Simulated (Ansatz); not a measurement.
Runs of Ansatz 0.2.0 on PbS. The structure is cubic, space group Pm-3m (No. 221). The conventional cell has a = 3.654 Å, b = 3.654 Å, c = 3.654 Å, α = 90.00°, β = 90.00°, γ = 90.00°. Pb (site symmetry m-3m) has 8 S at 3.16 Å as nearest neighbours. S (site symmetry m-3m) is surrounded by 8 Pb at 3.16 Å. Measurements of this composition are mostly on another form, of space group No. 225.

```tsv
task	level	spin	cell	k mesh	smearing	points for each segment of the path	gap on the mesh (eV)	pressure (GPa)
single point	PBE	off	as given	7 × 7 × 7	gaussian 0.011 eV	-	(a)	0.3
relaxation of cell and atoms	PBE	off	relaxed	7 × 7 × 7	fermi-dirac 0.05 eV	-	-	0.0
band structure	LDA	off	as given	7 × 7 × 7	fermi-dirac 0.05 eV	14	none	-5.3
band structure	PBE	SOC, no magnetisation	as given	5 × 5 × 5	fermi-dirac 0.05 eV	14	none	-0.8
band structure	PBE	off	as given	7 × 7 × 7	fermi-dirac 0.05 eV	14	-	0.0
```

Alike in all rows: potentials or basis Ansatz PAW; cutoff (eV) 420.

Fill in the values left out.

(a) 0.10.

Caveats: spin-orbit coupling is left out, which moves the levels of the heavy elements (some runs); odd divisions of the mesh miss points on the zone boundary, where band edges often lie, so the gap on the mesh can be too wide (some runs); spin-orbit coupling is left out, which as a rule narrows the gap of such compounds by several tenths of an eV (some runs); the plane-wave basis is chosen anew once the cell has moved, so the energies of steps on either side of that aren't comparable (some runs); the PAW data sets come from PBE, with cores solved anew for the run's functional, which leaves a small shift of forces and pressure (some runs).

A k mesh can miss the band edges, and rows without SOC leave out spin-orbit coupling on Pb.

A gap of «none» marks a metal or a gap under the smearing width.
